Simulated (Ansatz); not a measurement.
**SrO in Ansatz: convergence with ecutrho ratio**

Input of the first run (ecutrho ratio 4); the others differ in this setting and in those tied to it:

File input.yaml:

```yaml
crystal:
  lattice:
    - [0.0, 2.5663, 2.5663]
    - [2.5663, 0.0, 2.5663]
    - [2.5663, 2.5663, 0.0]
  atoms:
    - { symbol: Sr, position: [0.498042, 0.49679, 0.50611] }
    - { symbol: O, position: [0.022373, -0.002082, -0.004903] }
hamiltonian:
  xc: pbe
  pseudopotentials: { kind: paw }
kpoints:
  mp_grid: { grid: [7, 7, 7] }
scf:
  occupations: { method: gaussian, width: 0.1 }
output:
  forces: true
  stress: true
  eigenvalues: true
basis:
  ecutrho_ratio: 4
```

Potentials or basis: Ansatz PAW.

The run is started by

```sh
$ ansatz run input.yaml --threads 2 --pin off --max-ram 5632MiB --backend cpu --events-out ev --progress --plain --runs-dir out
```

The cell isn't the ideal one: atoms moved at random, drawn with an rms of 0.05 Å.

Hardware: 2 threads of Intel(R) Xeon(R) Gold 6455B (Sapphire Rapids), on a shared host.

```
ecutrho ratio  energy less the tightest run, at zero smearing (meV/atom)  SCF cycles  CPU time (s)  peak memory (GiB)
            4                                                       0.00           7           2.9               0.39
            5                                                       0.00           7             3                0.4
            6                                                       0.00           7             3               0.41
            8                                                       0.00           7             3               0.43
           10                                                       0.00           7           3.1               0.44
           12                                                       0.00           7           3.2               0.47
```

Against the tightest run, the energy stays within 1 meV/atom from 4 on. The tightest run that finished is the yardstick and may itself not be fully converged.

Caveat, for the tightest run too: odd divisions of the mesh miss points on the zone boundary, where band edges often lie, so the gap on the mesh can be too wide.
